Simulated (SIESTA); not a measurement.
The system is MnO.

```xyz
2
Lattice="0.0000 2.2239 2.2239 2.2239 0.0000 2.2239 2.2239 2.2239 0.0000" Properties=species:S:1:pos:R:3 pbc="T T T"
Mn    0.0000    0.0000    0.0000
O     2.2239    2.2239    2.2239
```

The cell is a database's computed one.

Base run:

```yaml
Program: SIESTA 5.4.2
Functional: PBE
Potentials_or_basis: PseudoDojo 0.4 standard (PBE files)
Basis: TZDP (energy shift 0.003 Ry; two zetas on semicore shells)
Grid_cutoff: 800 Ry
Energy_shift: 0.003 Ry
k_mesh: 7 × 7 × 7
Occupations: fermi-dirac, width 0.05 eV
Spin: collinear spin, ferromagnetic start
Starting_moments: "[4.0, 0.0] μB"
```

Its results: band gap on the k mesh none (metal or under the smearing width); pressure 0.7 GPa; net moment 4.81 μB per cell; site moments Mn +4.55; O +0.26 μB.

Q: After a change of settings the same cell gave: band gap on the k mesh none (metal or under the smearing width); pressure -1.7 GPa; net moment 4.84 μB per cell; site moments Mn +4.65; O +0.19 μB. Which change was it?
A. basis from TZDP (energy shift 0.003 Ry; two zetas on semicore shells) to SZP (energy shift 0.003 Ry)
B. basis from TZDP (energy shift 0.003 Ry; two zetas on semicore shells) to TZP (energy shift 0.003 Ry; two zetas on semicore shells)
C. basis from TZDP (energy shift 0.003 Ry; two zetas on semicore shells) to DZ (energy shift 0.003 Ry; two zetas on semicore shells)
D. basis from TZDP (energy shift 0.003 Ry; two zetas on semicore shells) to DZP (energy shift 0.003 Ry; two zetas on semicore shells)

A: C.

Caveats: short orbitals over semicore shells can move pressures by several GPa; the basis of atomic orbitals isn't converged, which shifts pressures, moduli and gaps; a cell with one magnetic atom can't hold antiferromagnetic order, which such compounds often take; semilocal functionals often make such compounds metallic where correlation or magnetic order opens a gap, which also shifts bond lengths; the basis has no polarisation orbitals (some runs).
